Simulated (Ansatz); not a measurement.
# ScAl3: a hydrostatic pressure series

The task here is to estimate one member of a computed series from the others.

Computed with Ansatz 0.2.0 (DFT PBEsol, scalar-relativistic, plane waves, PAW, unless a step's input says otherwise).

1 further run of the same task is left out (set aside as unsound or not needed).

## Starting point

It takes space group Pm-3m (No. 221, cubic). Conventional cell: a = 4.071 Å, b = 4.071 Å, c = 4.071 Å, α = 90.00°, β = 90.00°, γ = 90.00°. Around Sc (site symmetry m-3m) lie 12 Al at 2.88 Å. Al (site symmetry 4/mmm) has 4 Sc at 2.88 Å and 8 Al at 2.88 Å in its first shell of neighbours.

Structure file:

```
CELL_PARAMETERS angstrom
4.07130 0.00000 0.00000
0.00000 4.07130 0.00000
0.00000 0.00000 4.07130
ATOMIC_POSITIONS crystal
Sc 0.00000 0.00000 0.00000
Al 0.50000 0.00000 0.50000
Al 0.00000 0.50000 0.50000
Al 0.50000 0.50000 0.00000
```

It goes back to an entry of the Materials Project.

It is the result of an earlier relaxation at this level (volume 16.87 Å³/atom; gap on the mesh: none (metal)).

Set-up of the first run:

input.yaml

```yaml
crystal:
  lattice:
    - [4.1096265052, 0.0, 0.0]
    - [0.0, 4.1096265052, 0.0]
    - [0.0, 0.0, 4.1096265052]
  atoms:
    - { symbol: Sc, position: [0.0, 0.0, 0.0] }
    - { symbol: Al, position: [0.5, 0.0, 0.5] }
    - { symbol: Al, position: [0.0, 0.5, 0.5] }
    - { symbol: Al, position: [0.5, 0.5, 0.0] }
basis:
  ecutwfc: 420
kpoints:
  mp_grid: { grid: [10, 10, 10] }
hamiltonian:
  xc: pbesol
scf:
  occupations: { method: gaussian, width: 0.1 }
output:
  forces: true
  stress: true
  eigenvalues: true
relax:
  adjacent_minimum: "off"
  f_tol: 0.008
  max_steps: 50
  cell: { stress_tol: 0.08, p_target: -3.0 }
```

Run with:

```bash
$ ansatz run input.yaml --threads 1 --pin off --max-ram 2560MiB --backend cpu --events-out ev --progress --plain --runs-dir out
```

Steps of the session up to this table: -3 GPa; Relaxing at 3 GPa; Target pressure 8 GPa; Target pressure 15 GPa; Relaxing at 30 GPa; Relaxing at 60 GPa.

One of the session's tables, all rows but one given; the rest of the session is left out.

Lengths are those of the vectors of the cell that was run:

```
P (GPa)  V (Å³/atom)  a (Å)  b (Å)  c (Å)  ΔH (eV/atom)
     -3        17.47  4.119  4.119  4.119        -0.321
      0        16.87  4.071  4.071  4.071         0.000
      3            ?      ?      ?      ?             ?
      8        15.65  3.971  3.971  3.971         0.810
     15        14.87  3.903  3.903  3.903         1.476
     30        13.63  3.792  3.792  3.792         2.807
     60        12.05  3.639  3.639  3.639         5.198
```

Estimate the missing values for P (GPa) = 3.

Worked estimate for «V (Å³/atom)». A straight line through the neighbours (0, 16.87) and (8, 15.65) gives 16.87 + (15.65 − 16.87) × (3 − 0) / (8 − 0) = 16.41; a parabola fitted to 4 rows on both sides gives 16.37.

**Answer.** V (Å³/atom): 16.36; a (Å): 4.030; b (Å): 4.030; c (Å): 4.030; ΔH (eV/atom): 0.311. In «V (Å³/atom)» the line misses by +0.05 and the parabola by +0.01.

ΔH is E + PV over the energy at zero pressure; a, b and c are the vectors of the computed cell. 
